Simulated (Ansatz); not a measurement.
Runs of Ansatz 0.2.0 on Au. Symmetry: Im-3m, No. 229, cubic system. The conventional cell has a = 3.315 Å, b = 3.315 Å, c = 3.315 Å, α = 90.00°, β = 90.00°, γ = 90.00°. Au (site symmetry m-3m) has 8 Au at 2.87 Å as nearest neighbours. This isn't the form of Au at room conditions, which is fcc.

```csv
level,spin,k mesh,cutoff (eV),mesh quality,gap on the mesh (eV),pressure (GPa)
LDA,off,6 × 6 × 6,420,coarse,none,-13.6
r2SCAN,off,6 × 6 × 6,500,coarse,none,(b)
PBEsol,off,6 × 6 × 6,420,coarse,none,-9.4
PBEsol,off,11 × 11 × 11,420,not flagged,none,(a)
PBEsol,"SOC, no magnetisation",11 × 11 × 11,420,not flagged,none,-10.4
```

Alike in all rows: task band structure; potentials or basis Ansatz PAW; cell as given; smearing fermi-dirac 0.05 eV.

Fill in the values left out.

(a) -8.9; (b) -4.9.

Caveats: some runs use coarse meshes; the PAW data sets come from PBE, with cores solved anew for the run's functional, which leaves a small shift of forces and pressure; spin-orbit coupling is left out, which moves the levels of the heavy elements (some runs).

A k mesh can miss the band edges, and rows without SOC leave out spin-orbit coupling on Au.

A gap of «none» marks a metal or a gap under the smearing width.
